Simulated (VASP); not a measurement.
Ga, 3 atoms in the cell. Symmetry: P6/mmm, No. 191, hexagonal system. The conventional cell has a = 5.012 Å, b = 5.012 Å, c = 3.073 Å, α = 90.00°, β = 90.00°, γ = 120.00°. Around Ga (site symmetry 6/mmm) lie 14 Ga at 3.07 to 3.28 Å. Around Ga (site symmetry -6m2) lie 11 Ga at 2.89 to 3.28 Å. The cell was built by a generator and needn't be a form met in nature.

| Quantity | Value |
| --- | --- |
| Program | VASP 6.6.1 |
| Task | single point |
| Functional | PBE |
| Potentials or basis | VASP PAW PBE potentials, release 64 (Ga_d) |
| Cutoff | 520 eV |
| k mesh | 6 × 6 × 6 |
| Occupations | gaussian, width 0.1 eV |
| Spin | no spin polarisation |
| Dipole correction | no |
| Further INCAR settings | ALGO = Normal; EDIFF = 1e-07; NBANDS = 26 |

Potentials or basis: VASP PAW PBE potentials, release 64 (Ga_d).

The run is started by

```console
$ cat potpaw_PBE.64/Ga_d/POTCAR > POTCAR
$ mpirun -np 1 vasp_std > vasp.out
```

Hardware: 1 thread of Intel(R) Xeon(R) Platinum 8488C (Sapphire Rapids) (shared host).

Task: Estimate the wall time of this run.

Result: Wall time 36 s on 1 thread of Intel(R) Xeon(R) Platinum 8488C (Sapphire Rapids) (shared host), peak memory 0.19 GiB. Counts: scf iterations 13, k points 28.
